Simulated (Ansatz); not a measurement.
# KNbO₃: computed properties

Method: Ansatz 0.2.0, DFT PBE, scalar-relativistic, plane waves, PAW.

Cutoff 420 eV; k points 8×8×8 on the computed 5-atom cell (Γ-centred); Gaussian smearing, width 0.02 eV; no spin polarisation.

The structure is relaxed at this level of theory with its symmetry kept. Whether it is the stable form of this composition wasn't checked.

```
CELL_PARAMETERS angstrom
4.02650 0.00000 0.00000
0.00000 4.02650 0.00000
0.00000 0.00000 4.02650
ATOMIC_POSITIONS crystal
K 0.00000 0.00000 0.00000
Nb 0.50000 0.50000 0.50000
O 0.00000 0.50000 0.50000
O 0.50000 0.00000 0.50000
O 0.50000 0.50000 0.00000
```

```
Space group                                                                                                                                 : Pm-3m (No. 221)
Volume per atom                                                                                                                             : 88.1 bohr³
Formation energy from the elements' standard states (uncorrected)                                                                           : -2.511 eV/atom
Kohn–Sham band gap                                                                                                                          : 1.53 eV, indirect from R to Γ
Löwdin character of the top 1 eV of the valence band                                                                                        : O 2p 97 %
Löwdin character of the lowest 1 eV of the conduction band                                                                                  : Nb 4d 85 %, O 2p 13 %
Electron masses at the edge by Cartesian direction of the standard setting (m_e; degenerate bands sorted by energy; no spin-orbit coupling) : x: 8.9, 0.27, 0.27; y: 8.9, 0.27, 0.27; z: 8.9, 0.27, 0.27
Hole masses at the edge by Cartesian direction of the standard setting (m_e; degenerate bands sorted by energy; no spin-orbit coupling)     : x: 26, 1.0, 1.0; y: 26, 1.0, 1.0; z: 26, 1.0, 1.0
Bulk modulus                                                                                                                                : 175 GPa
Its pressure derivative                                                                                                                     : 4.5
Electronic dielectric constant xx, yy, zz of the standard setting (independent particles)                                                   : 6.6, 6.6, 6.6
Bader charges (e)                                                                                                                           : K (1 in the cell) 0.82, Nb (1 in the cell) 2.75, O (3 in the cell) -1.19
```

Symmetry holds off the tilts and polar distortions that many cubic perovskites undergo.